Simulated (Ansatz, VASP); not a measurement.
## Cu in VASP and in Ansatz

```
Cu
1.0
     2.53076    0.00000    0.00000
    -1.26538    2.19171    0.00000
     0.00000    0.00000    8.26182
Cu
4
Direct
  0.00000 0.00000 0.00000
  0.33333 0.66667 0.25000
  0.00000 0.00000 0.50000
  0.66667 0.33333 0.75000
```

This isn't the form of Cu at room conditions, which is fcc.

Alike in both runs: task single point; functional LDA; k mesh 10 × 10 × 3; occupations fermi-dirac, width 0.1 eV; no spin polarisation.

|  | VASP | Ansatz |
| --- | --- | --- |
| version | VASP 6.6.1 | Ansatz 0.2.0 |
| potentials or method | VASP PAW LDA potentials, release 64 (Cu) | plane waves, PAW |
| plane-wave cutoff (eV) | 520 | 700 |
| valence electrons in the cell | 44 | 76 |

Ansatz gave:

```
pressure (GPa)                                  : -8.2
largest component of the traceless stress (GPa) : 0.58
```

Problem. Estimate VASP's values.

Solution. Pressure (GPa): -7.3; largest component of the traceless stress (GPa): 0.63.

The two sets of potentials don't hold the same shells in valence.
